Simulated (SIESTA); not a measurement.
**Li2O in SIESTA: the effect of functional**

The system is Li2O.

```
O Li
1.0
     0.00000    2.32685    2.32685
     2.32685    0.00000    2.32685
     2.32685    2.32685    0.00000
O Li
1 2
Direct
  0.00000 0.00000 0.00000
  0.25000 0.25000 0.25000
  0.75000 0.75000 0.75000
```

The cell comes from a database or a generator and needn't be the stable form of this composition.

Alike in all runs:

| Property | Result |
| --- | --- |
| Program | SIESTA 5.4.2 |
| Task | band structure |
| Basis | DZP (energy shift 0.003 Ry; two zetas on semicore shells) |
| Grid cutoff | 800 Ry |
| Energy shift | 0.003 Ry |
| k mesh | 10 × 10 × 10 |
| Occupations | fermi-dirac, width 0.05 eV |
| Spin | no spin polarisation |

Question: One run gave: gap on the mesh 4.94 eV; pressure -6.6 GPa. Which functional did it use?
A. LDA
B. PBEsol
C. PBE

Answer: A.

```csv
functional,potentials or basis,gap on the mesh (eV),pressure (GPa)
PBE,PseudoDojo 0.4 standard (PBE files),5.08,0.2
LDA,PseudoDojo 0.4 standard (LDA files),4.94,-6.6
PBEsol,PseudoDojo 0.4 standard (PBEsol files),4.95,-2.3
```

Caveats: the basis of atomic orbitals isn't converged, which shifts pressures, moduli and gaps.

